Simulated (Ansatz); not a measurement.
Wanted: the native input for an Ansatz 0.2.0 run.

| Item | Value |
| --- | --- |
| Task | relaxation of cell and atoms |
| Functional | PBEsol |
| Potentials or basis | Ansatz PAW |
| Cutoff | 420 eV (not typed: the program's choice for these potentials) |
| k mesh | 9 × 9 × 9 |
| Occupations | fermi-dirac, width 0.05 eV |
| Spin | no spin polarisation |
| Target pressure | 20 GPa |
| Target pressure (GPa) | 20 |

As:

```
CELL_PARAMETERS angstrom
1.88080 1.08588 3.51406
-1.88080 1.08588 3.51406
0.00000 -2.17176 3.51406
ATOMIC_POSITIONS crystal
As 0.22600 0.22600 0.22600
As 0.77400 0.77400 0.77400
```

The input as run:

input.yaml

```yaml
crystal:
  lattice:
    - [1.8807968987, 1.0858785957, 3.5140619945]
    - [-1.8807968987, 1.0858785957, 3.5140619945]
    - [0.0, -2.1717571915, 3.5140619945]
  atoms:
    - { symbol: As, position: [0.226, 0.226, 0.226] }
    - { symbol: As, position: [0.774, 0.774, 0.774] }
hamiltonian:
  xc: pbesol
  pseudopotentials: { kind: paw }
kpoints:
  mp_grid: { grid: [9, 9, 9] }
scf:
  occupations: { method: fermi_dirac, width: 0.05 }
output:
  forces: true
  stress: true
  eigenvalues: true
  write_density: true
  write_potential: true
  elf: true
  volumetric_format: npy
relax:
  f_tol: 0.01
  max_steps: 40
  cell: { stress_tol: 0.05, p_target: 20.0 }
```

Potentials or basis: Ansatz PAW.

The run is started by

```bash
$ ansatz run input.yaml --threads 2 --pin off --max-ram 5632MiB --backend cpu --events-out ev --progress --plain --runs-dir out
```

Results of the run:

```json
{"Relaxed volume": "16.87 Å³/atom", "Relaxed cell": "a = 3.650 Å, b = 3.650 Å, c = 3.650 Å, α = 59.17°, β = 59.17°, γ = 59.17°", "Space group after relaxing (to 0.05 Å)": "R-3m (No. 166)", "Energy change on relaxing (the enthalpy is what falls)": "+192.1 meV/atom", "Ionic steps": "8", "Pressure after relaxing": "20.0 GPa", "Band gap on the k mesh": "none (metal or under the smearing width)"}
```

Caveat: the volume moved by over 15 % at a fixed basis, so the end points are rough; the plane-wave basis is chosen anew once the cell has moved, so the energies of steps on either side of that aren't comparable; the PAW data sets come from PBE, with cores solved anew for the run's functional, which leaves a small shift of forces and pressure.

Run time: 15 s on 2 threads of AMD EPYC 7R43 64-Core Processor (Zen 3) (shared host), peak memory 0.43 GiB.
